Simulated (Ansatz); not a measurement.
# Lanthanum, diamond under m-r²SCAN: structure, energy and stiffness, part 2 of 2

What does m-r²SCAN give for lanthanum in the diamond structure? We relax it, solve it on a dense k-mesh, then scale the cell to 7 volumes from 88 to 112 % of the relaxed one and try a fit of the equation of state. The start is ferromagnetic. The k-meshes are 8×8×8 for the relaxation; 14×14×14 for the dense run; 14×14×14 for the volumes.

Ansatz 0.2.0; DFT, m-r2SCAN, plane waves (500 eV) with PAW, scalar-relativistic.

## (4) Volume × 0.88

input.yaml reads:

```yaml
crystal:
  lattice:
    - [0.0, 3.1887700638, 3.1887700638]
    - [3.1887700638, 0.0, 3.1887700638]
    - [3.1887700638, 3.1887700638, 0.0]
  atoms:
    - { symbol: La, position: [0.125, 0.125, 0.125], spin: 1.0 }
    - { symbol: La, position: [0.875, 0.875, 0.875], spin: 1.0 }
hamiltonian:
  xc: mr2scan
  pseudopotentials:
    kind: paw
    azcp:
      La: "pseudopotentials/La.paw.azcp"
basis:
  ecutwfc: 500
  fft_grid_basis: typed
kpoints:
  mp_grid: { grid: [14, 14, 14], shift: [0, 0, 0] }
magnetization:
  spin_polarized: true
scf:
  occupations: { method: fermi_dirac, width: 0.05 }
output:
  stress: true
```

The program printed, shortened:

```text
Warning: RAYON_NUM_THREADS=2 ignored (pool sized by the plan → 2); use --threads N
[...]
Pseudopotentials: kind: paw
Pseudopotential: La, paw, valence charge 11, recommended cutoff 500 eV (meta_gga), <dir>
Functional definition: m-r2SCAN
[...]
Crystal: 2 atoms, lattice volume = 64.848 Å³
Basis set: ecut = 500 eV, 1639 PW (Γ), exchange–correlation on 144×144×144 points (64 copies of the dense FFT grid, shifted against one another)
Bands: 16, of which v1, the nominal top of the filled ones, is band 11 counted from 1 (10 counted from 0)
Symmetry: 48 space group operations
Space group: Fd-3m (ITA 227), of the structure as read, at distance tolerance 4.0e-5 Å
Magnetic group: BNS 227.128 (UNI 1630), of the structure as read, at distance tolerance 4.0e-5 Å
k-points: 104 of 2744
[...]
Starting moments: Σ|m| = 2 μB on 2 of 2 sites
[...]
WARN: the starting moments were not kept: the SCF closed with an absolute magnetisation of 6.4e-6 μB, where they sum to 2 μB in size (2 sites). That is at most 0.1 of that sum. Measured as dr2_m measures the in/out step, that magnetisation stands 2.3e-12 eV from none, at or under the [...]
this state was not tested for a lower state beside it, because the mixer in use, unlike msr1, does not test its closes by its own steps (another_mixer; see scf.mixing.algorithm and scf.lower_state_search)
SCF converged after 15 iterations
Magnetization: 0.0000 μB (11.0000 up, 11.0000 down)
Absolute magnetization: 0.0000 μB (∫|ρ↑−ρ↓|, with the PAW one-centre terms)
Spin contamination: 0.0000 ħ² per cell (⟨S²⟩ above its minimum at these occupations)
Per-site moments (μB) at R_I (Å): [(1.1356421228472143e-6, 1.1391418013572268), (1.135642122914975e-6, 1.1391418013572268)]
Free energy (F): -12527.358927 eV
[...]
E sigma→0 (E₀):  -12527.354959 eV
Entropy (-TS):   -0.007937 eV (-3.968 meV/atom)
Fermi energy:    12.490089 eV
[...]
--- Stress (GPa, compression-positive) ---
        8.942193      -0.000000       0.000000
        0.000000       8.942193      -0.000000
       -0.000000      -0.000000       8.942193
  P = ⅓ Tr σ = 8.9422 GPa (89.422 kbar)
```

Wall time 30 s (2 threads of an Arm CPU, shared host); peak memory 0.73 GiB.

## (5) Volume × 0.92

Changes to input.yaml since step 4:

```diff
@@ -2,5 +2,5 @@
   lattice:
-    - [0.0, 3.1887700638, 3.1887700638]
-    - [3.1887700638, 0.0, 3.1887700638]
-    - [3.1887700638, 3.1887700638, 0.0]
+    - [0.0, 3.2363706646, 3.2363706646]
+    - [3.2363706646, 0.0, 3.2363706646]
+    - [3.2363706646, 3.2363706646, 0.0]
   atoms:
```

The program printed, shortened:

```text
Warning: RAYON_NUM_THREADS=2 ignored (pool sized by the plan → 2); use --threads N
[...]
Pseudopotentials: kind: paw
Pseudopotential: La, paw, valence charge 11, recommended cutoff 500 eV (meta_gga), <dir>
Functional definition: m-r2SCAN
[...]
Crystal: 2 atoms, lattice volume = 67.796 Å³
Basis set: ecut = 500 eV, 1759 PW (Γ), exchange–correlation on 144×144×144 points (64 copies of the dense FFT grid, shifted against one another)
Bands: 16, of which v1, the nominal top of the filled ones, is band 11 counted from 1 (10 counted from 0)
Symmetry: 48 space group operations
Space group: Fd-3m (ITA 227), of the structure as read, at distance tolerance 4.1e-5 Å
Magnetic group: BNS 227.128 (UNI 1630), of the structure as read, at distance tolerance 4.1e-5 Å
k-points: 104 of 2744
[...]
Starting moments: Σ|m| = 2 μB on 2 of 2 sites
[...]
WARN: the starting moments were not kept: the SCF closed with an absolute magnetisation of 2.3e-6 μB, where they sum to 2 μB in size (2 sites). That is at most 0.1 of that sum. Measured as dr2_m measures the in/out step, that magnetisation stands 2.8e-13 eV from none, at or under the [...]
this state was not tested for a lower state beside it, because the mixer in use, unlike msr1, does not test its closes by its own steps (another_mixer; see scf.mixing.algorithm and scf.lower_state_search)
SCF converged after 16 iterations
Magnetization: 0.0000 μB (11.0000 up, 11.0000 down)
Absolute magnetization: 0.0000 μB (∫|ρ↑−ρ↓|, with the PAW one-centre terms)
Spin contamination: 0.0000 ħ² per cell (⟨S²⟩ above its minimum at these occupations)
Per-site moments (μB) at R_I (Å): [(-1.231331738913206e-7, 1.1561464247876094), (-1.2313317394748464e-7, 1.1561464247876094)]
Free energy (F): -12527.487495 eV
[...]
E sigma→0 (E₀):  -12527.483132 eV
Entropy (-TS):   -0.008727 eV (-4.363 meV/atom)
Fermi energy:    11.906888 eV
[...]
--- Stress (GPa, compression-positive) ---
        5.190488      -0.000000       0.000000
        0.000000       5.190488      -0.000000
        0.000000      -0.000000       5.190488
  P = ⅓ Tr σ = 5.1905 GPa (51.905 kbar)
```

It took 32 s on 2 threads of an Arm CPU, shared host; peak memory 0.73 GiB.

## (6) Volume × 0.96

Changes to input.yaml since step 5:

```diff
@@ -2,5 +2,5 @@
   lattice:
-    - [0.0, 3.2363706646, 3.2363706646]
-    - [3.2363706646, 0.0, 3.2363706646]
-    - [3.2363706646, 3.2363706646, 0.0]
+    - [0.0, 3.2826107786, 3.2826107786]
+    - [3.2826107786, 0.0, 3.2826107786]
+    - [3.2826107786, 3.2826107786, 0.0]
   atoms:
```

The program printed, shortened:

```text
Warning: RAYON_NUM_THREADS=2 ignored (pool sized by the plan → 2); use --threads N
[...]
Pseudopotentials: kind: paw
Pseudopotential: La, paw, valence charge 11, recommended cutoff 500 eV (meta_gga), <dir>
Functional definition: m-r2SCAN
[...]
Crystal: 2 atoms, lattice volume = 70.744 Å³
Basis set: ecut = 500 eV, 1807 PW (Γ), exchange–correlation on 144×144×144 points (64 copies of the dense FFT grid, shifted against one another)
Bands: 16, of which v1, the nominal top of the filled ones, is band 11 counted from 1 (10 counted from 0)
Symmetry: 48 space group operations
Space group: Fd-3m (ITA 227), of the structure as read, at distance tolerance 4.1e-5 Å
Magnetic group: BNS 227.128 (UNI 1630), of the structure as read, at distance tolerance 4.1e-5 Å
k-points: 104 of 2744
[...]
Starting moments: Σ|m| = 2 μB on 2 of 2 sites
[...]
WARN: the starting moments were not kept: the SCF closed with an absolute magnetisation of 2.0e-6 μB, where they sum to 2 μB in size (2 sites). That is at most 0.1 of that sum. Measured as dr2_m measures the in/out step, that magnetisation stands 2.1e-13 eV from none, at or under the [...]
this state was not tested for a lower state beside it, because the mixer in use, unlike msr1, does not test its closes by its own steps (another_mixer; see scf.mixing.algorithm and scf.lower_state_search)
SCF converged after 16 iterations
Magnetization: 0.0000 μB (11.0000 up, 11.0000 down)
Absolute magnetization: 0.0000 μB (∫|ρ↑−ρ↓|, with the PAW one-centre terms)
Spin contamination: 0.0000 ħ² per cell (⟨S²⟩ above its minimum at these occupations)
Per-site moments (μB) at R_I (Å): [(3.330900302524041e-7, 1.1726650340642384), (3.330900303227236e-7, 1.1726650340642384)]
Free energy (F): -12527.555022 eV
[...]
E sigma→0 (E₀):  -12527.550177 eV
Entropy (-TS):   -0.009690 eV (-4.845 meV/atom)
Fermi energy:    11.365447 eV
[...]
--- Stress (GPa, compression-positive) ---
        2.272705       0.000000      -0.000000
        0.000000       2.272705       0.000000
       -0.000000       0.000000       2.272705
  P = ⅓ Tr σ = 2.2727 GPa (22.727 kbar)
```

Run time: 31 s. Hardware: 2 threads of an Arm CPU, shared host; peak memory 0.74 GiB.

## (7) Volume × 1.0

Changes to input.yaml since step 6:

```diff
@@ -2,5 +2,5 @@
   lattice:
-    - [0.0, 3.2826107786, 3.2826107786]
-    - [3.2826107786, 0.0, 3.2826107786]
-    - [3.2826107786, 3.2826107786, 0.0]
+    - [0.0, 3.327583638, 3.327583638]
+    - [3.327583638, 0.0, 3.327583638]
+    - [3.327583638, 3.327583638, 0.0]
   atoms:
```

The program printed, shortened:

```text
Warning: RAYON_NUM_THREADS=2 ignored (pool sized by the plan → 2); use --threads N
[...]
Pseudopotentials: kind: paw
Pseudopotential: La, paw, valence charge 11, recommended cutoff 500 eV (meta_gga), <dir>
Functional definition: m-r2SCAN
[...]
Crystal: 2 atoms, lattice volume = 73.691 Å³
Basis set: ecut = 500 eV, 1893 PW (Γ), exchange–correlation on 144×144×144 points (64 copies of the dense FFT grid, shifted against one another)
Bands: 16, of which v1, the nominal top of the filled ones, is band 11 counted from 1 (10 counted from 0)
Symmetry: 48 space group operations
Space group: Fd-3m (ITA 227), of the structure as read, at distance tolerance 4.2e-5 Å
Magnetic group: BNS 227.128 (UNI 1630), of the structure as read, at distance tolerance 4.2e-5 Å
k-points: 104 of 2744
[...]
Starting moments: Σ|m| = 2 μB on 2 of 2 sites
[...]
WARN: the starting moments were not kept: the SCF closed with an absolute magnetisation of 4.0e-6 μB, where they sum to 2 μB in size (2 sites). That is at most 0.1 of that sum. Measured as dr2_m measures the in/out step, that magnetisation stands 8.9e-13 eV from none, at or under the [...]
this state was not tested for a lower state beside it, because the mixer in use, unlike msr1, does not test its closes by its own steps (another_mixer; see scf.mixing.algorithm and scf.lower_state_search)
SCF converged after 17 iterations
Magnetization: 0.0000 μB (11.0000 up, 11.0000 down)
Absolute magnetization: 0.0000 μB (∫|ρ↑−ρ↓|, with the PAW one-centre terms)
Spin contamination: 0.0000 ħ² per cell (⟨S²⟩ above its minimum at these occupations)
Per-site moments (μB) at R_I (Å): [(9.735297347656618e-7, 1.1887309350367445), (9.735297347569446e-7, 1.1887309350367445)]
Free energy (F): -12527.575153 eV
[...]
E sigma→0 (E₀):  -12527.569752 eV
Entropy (-TS):   -0.010801 eV (-5.400 meV/atom)
Fermi energy:    10.860033 eV
[...]
--- Stress (GPa, compression-positive) ---
        0.013009      -0.000000       0.000000
        0.000000       0.013009       0.000000
        0.000000      -0.000000       0.013009
  P = ⅓ Tr σ = 0.0130 GPa (0.130 kbar)
```

It took 35 s on 2 threads of an Arm CPU, shared host; peak memory 0.75 GiB.

## (8) Volume × 1.04

Changes to input.yaml since step 7:

```diff
@@ -2,5 +2,5 @@
   lattice:
-    - [0.0, 3.327583638, 3.327583638]
-    - [3.327583638, 0.0, 3.327583638]
-    - [3.327583638, 3.327583638, 0.0]
+    - [0.0, 3.3713726549, 3.3713726549]
+    - [3.3713726549, 0.0, 3.3713726549]
+    - [3.3713726549, 3.3713726549, 0.0]
   atoms:
```

The program printed, shortened:

```text
Warning: RAYON_NUM_THREADS=2 ignored (pool sized by the plan → 2); use --threads N
[...]
Pseudopotentials: kind: paw
Pseudopotential: La, paw, valence charge 11, recommended cutoff 500 eV (meta_gga), <dir>
Functional definition: m-r2SCAN
[...]
Crystal: 2 atoms, lattice volume = 76.639 Å³
Basis set: ecut = 500 eV, 1917 PW (Γ), exchange–correlation on 144×144×144 points (64 copies of the dense FFT grid, shifted against one another)
Bands: 16, of which v1, the nominal top of the filled ones, is band 11 counted from 1 (10 counted from 0)
Symmetry: 48 space group operations
Space group: Fd-3m (ITA 227), of the structure as read, at distance tolerance 4.2e-5 Å
Magnetic group: BNS 227.128 (UNI 1630), of the structure as read, at distance tolerance 4.2e-5 Å
k-points: 104 of 2744
[...]
Starting moments: Σ|m| = 2 μB on 2 of 2 sites
[...]
WARN: the starting moments were not kept: the SCF closed with an absolute magnetisation of 9.6e-6 μB, where they sum to 2 μB in size (2 sites). That is at most 0.1 of that sum. Measured as dr2_m measures the in/out step, that magnetisation stands 5.1e-12 eV from none, at or under the [...]
this state was not tested for a lower state beside it, because the mixer in use, unlike msr1, does not test its closes by its own steps (another_mixer; see scf.mixing.algorithm and scf.lower_state_search)
SCF converged after 17 iterations
Magnetization: -0.0000 μB (11.0000 up, 11.0000 down)
Absolute magnetization: 0.0000 μB (∫|ρ↑−ρ↓|, with the PAW one-centre terms)
Spin contamination: 0.0000 ħ² per cell (⟨S²⟩ above its minimum at these occupations)
Per-site moments (μB) at R_I (Å): [(-1.8494610162214395e-6, 1.20437392546663), (-1.849461016103024e-6, 1.20437392546663)]
Free energy (F): -12527.558705 eV
[...]
E sigma→0 (E₀):  -12527.552708 eV
Entropy (-TS):   -0.011995 eV (-5.997 meV/atom)
Fermi energy:    10.386538 eV
[...]
--- Stress (GPa, compression-positive) ---
       -1.723815       0.000000      -0.000000
        0.000000      -1.723815      -0.000000
        0.000000       0.000000      -1.723815
  P = ⅓ Tr σ = -1.7238 GPa (-17.238 kbar)
```

Run time: 34 s. Hardware: 2 threads of an Arm CPU, shared host; peak memory 0.76 GiB.

## (9) Volume × 1.08

Changes to input.yaml since step 8:

```diff
@@ -2,5 +2,5 @@
   lattice:
-    - [0.0, 3.3713726549, 3.3713726549]
-    - [3.3713726549, 0.0, 3.3713726549]
-    - [3.3713726549, 3.3713726549, 0.0]
+    - [0.0, 3.4140527889, 3.4140527889]
+    - [3.4140527889, 0.0, 3.4140527889]
+    - [3.4140527889, 3.4140527889, 0.0]
   atoms:
```

The program printed, shortened:

```text
Warning: RAYON_NUM_THREADS=2 ignored (pool sized by the plan → 2); use --threads N
[...]
Pseudopotentials: kind: paw
Pseudopotential: La, paw, valence charge 11, recommended cutoff 500 eV (meta_gga), <dir>
Functional definition: m-r2SCAN
[...]
Crystal: 2 atoms, lattice volume = 79.587 Å³
Basis set: ecut = 500 eV, 1989 PW (Γ), exchange–correlation on 144×144×144 points (64 copies of the dense FFT grid, shifted against one another)
Bands: 16, of which v1, the nominal top of the filled ones, is band 11 counted from 1 (10 counted from 0)
Symmetry: 48 space group operations
Space group: Fd-3m (ITA 227), of the structure as read, at distance tolerance 4.3e-5 Å
Magnetic group: BNS 227.128 (UNI 1630), of the structure as read, at distance tolerance 4.3e-5 Å
k-points: 104 of 2744
[...]
Starting moments: Σ|m| = 2 μB on 2 of 2 sites
[...]
WARN: the starting moments were not kept: the SCF closed with an absolute magnetisation of 6.5e-6 μB, where they sum to 2 μB in size (2 sites). That is at most 0.1 of that sum. Measured as dr2_m measures the in/out step, that magnetisation stands 2.0e-12 eV from none, at or under the [...]
this state was not tested for a lower state beside it, because the mixer in use, unlike msr1, does not test its closes by its own steps (another_mixer; see scf.mixing.algorithm and scf.lower_state_search)
SCF converged after 16 iterations
Magnetization: -0.0000 μB (11.0000 up, 11.0000 down)
Absolute magnetization: 0.0000 μB (∫|ρ↑−ρ↓|, with the PAW one-centre terms)
Spin contamination: 0.0000 ħ² per cell (⟨S²⟩ above its minimum at these occupations)
Per-site moments (μB) at R_I (Å): [(-1.5136823573674618e-6, 1.2196207835825108), (-1.5136823574386399e-6, 1.2196207835825108)]
Free energy (F): -12527.514276 eV
[...]
E sigma→0 (E₀):  -12527.507625 eV
Entropy (-TS):   -0.013301 eV (-6.650 meV/atom)
Fermi energy:    9.942221 eV
[...]
--- Stress (GPa, compression-positive) ---
       -3.044830      -0.000000      -0.000000
       -0.000000      -3.044830       0.000000
       -0.000000       0.000000      -3.044830
  P = ⅓ Tr σ = -3.0448 GPa (-30.448 kbar)
```

It took 33 s on 2 threads of an Arm CPU, shared host; peak memory 0.76 GiB.

## (10) Volume × 1.12

Changes to input.yaml since step 9:

```diff
@@ -2,5 +2,5 @@
   lattice:
-    - [0.0, 3.4140527889, 3.4140527889]
-    - [3.4140527889, 0.0, 3.4140527889]
-    - [3.4140527889, 3.4140527889, 0.0]
+    - [0.0, 3.4556916828, 3.4556916828]
+    - [3.4556916828, 0.0, 3.4556916828]
+    - [3.4556916828, 3.4556916828, 0.0]
   atoms:
```

The program printed, shortened:

```text
Warning: RAYON_NUM_THREADS=2 ignored (pool sized by the plan → 2); use --threads N
[...]
Pseudopotentials: kind: paw
Pseudopotential: La, paw, valence charge 11, recommended cutoff 500 eV (meta_gga), <dir>
Functional definition: m-r2SCAN
[...]
Crystal: 2 atoms, lattice volume = 82.534 Å³
Basis set: ecut = 500 eV, 2085 PW (Γ), exchange–correlation on 144×144×144 points (64 copies of the dense FFT grid, shifted against one another)
Bands: 16, of which v1, the nominal top of the filled ones, is band 11 counted from 1 (10 counted from 0)
Symmetry: 48 space group operations
Space group: Fd-3m (ITA 227), of the structure as read, at distance tolerance 4.4e-5 Å
Magnetic group: BNS 227.128 (UNI 1630), of the structure as read, at distance tolerance 4.4e-5 Å
k-points: 104 of 2744
[...]
Starting moments: Σ|m| = 2 μB on 2 of 2 sites
[...]
WARN: the starting moments were not kept: the SCF closed with an absolute magnetisation of 5.0e-6 μB, where they sum to 2 μB in size (2 sites). That is at most 0.1 of that sum. Measured as dr2_m measures the in/out step, that magnetisation stands 1.1e-12 eV from none, at or under the [...]
this state was not tested for a lower state beside it, because the mixer in use, unlike msr1, does not test its closes by its own steps (another_mixer; see scf.mixing.algorithm and scf.lower_state_search)
SCF converged after 16 iterations
Magnetization: 0.0000 μB (11.0000 up, 11.0000 down)
Absolute magnetization: 0.0000 μB (∫|ρ↑−ρ↓|, with the PAW one-centre terms)
Spin contamination: 0.0000 ħ² per cell (⟨S²⟩ above its minimum at these occupations)
Per-site moments (μB) at R_I (Å): [(6.806594595036196e-7, 1.2344956737924506), (6.806594594714961e-7, 1.2344956737924506)]
Free energy (F): -12527.448705 eV
[...]
E sigma→0 (E₀):  -12527.441237 eV
Entropy (-TS):   -0.014936 eV (-7.468 meV/atom)
Fermi energy:    9.524446 eV
[...]
--- Stress (GPa, compression-positive) ---
       -4.033423       0.000000      -0.000000
        0.000000      -4.033423       0.000000
        0.000000       0.000000      -4.033423
  P = ⅓ Tr σ = -4.0334 GPa (-40.334 kbar)
```

Run time: 33 s. Hardware: 2 threads of an Arm CPU, shared host; peak memory 0.77 GiB.

## (11) Fitting the volumes

All volumes keep the relaxed shape and fractional coordinates.

```
V (Å³/atom)  E − E₀ (meV/atom)  P from the stress (GPa)  P from the fit (GPa)
     32.424              107.4                     8.94                  8.95
     33.898               43.3                     5.19                  5.16
     35.372                9.7                     2.27                  2.24
     36.846                0.0                     0.01                 -0.02
     38.320                8.5                    -1.72                 -1.75
     39.793               31.0                    -3.04                 -3.08
     41.267               64.2                    -4.03                 -4.10
```

A third-order Birch-Murnaghan fit gives V₀ = 36.834 Å³/atom, B₀ = 49 GPa and B₀′ = 5.5; it misses no point by more than 0.05 meV/atom.

## (12) What came out

The summary covers parts 1 to 2.

```
                      quantity                         value
space group (spins left aside)               Fd-3m (No. 227)
             conventional cell                   a = 6.655 Å
                        volume                36.846 Å³/atom
             shortest distance                       2.882 Å
               gap on the mesh  none (levels filled in part)
                magnetic state                  non-magnetic
              relative to dhcp                 +892 meV/atom
                   V₀, B₀, B₀′   36.834 Å³/atom, 49 GPa, 5.5
```

The relaxation shrank the cell by 27.1 % in volume. It lies 892 meV/atom above the element's reference form at the same level (dhcp, from a run of its own), so it is far from stable. The starting moments do not survive. Levels at the Fermi energy are filled in part, as in a metal. The fitted modulus is 49 GPa. The symmetry was held, so the structure may be unstable against distortions that break it.
